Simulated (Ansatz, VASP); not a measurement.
**TaC in VASP and in Ansatz**

```
CELL_PARAMETERS angstrom
3.13930 0.00000 0.00000
0.00000 3.13930 0.00000
0.00000 0.00000 23.65947
ATOMIC_POSITIONS crystal
Ta 0.50000 0.50000 0.35926
Ta 0.00000 0.00000 0.45309
Ta 0.50000 0.50000 0.54408
Ta 0.00000 0.00000 0.63448
C 0.00000 0.00000 0.35926
C 0.50000 0.50000 0.45309
C 0.00000 0.00000 0.54767
C 0.50000 0.50000 0.64199
```

Alike in both runs: functional PBEsol; k mesh 9 × 9 × 1; occupations gaussian, width 0.1 eV; no spin polarisation.

Ansatz relaxed the structure, and its values are those at the end. VASP's run is a single point on that final structure, the one shown.

|  | VASP | Ansatz |
| --- | --- | --- |
| version | VASP 6.6.1 | Ansatz 0.2.0 |
| potentials or method | VASP PAW PBE potentials, release 64 (Ta_pv, C) | scalar-relativistic, plane waves, PAW |
| plane-wave cutoff (eV) | 520 | 420 |
| valence electrons in the cell | 60 | 68 |

```csv
,VASP,Ansatz,Ansatz less VASP
gap on the k mesh at the Fermi level (eV),none,none,-
rms of the force components (eV/Å),0.761,0.762,+0.0014
```

A gap of «none» marks a metal or a gap that the smearing closes. With one functional, cell and mesh, what is left measures potentials, basis and numerics. The two sets of potentials don't hold the same shells in valence. Ansatz warned: «xc_potential_rough_in_thin_density».

Caveats: the PAW data sets were made with another functional, which shifts forces and pressure a little (VASP). Spin-orbit coupling is left out, which matters for the levels of Ta.
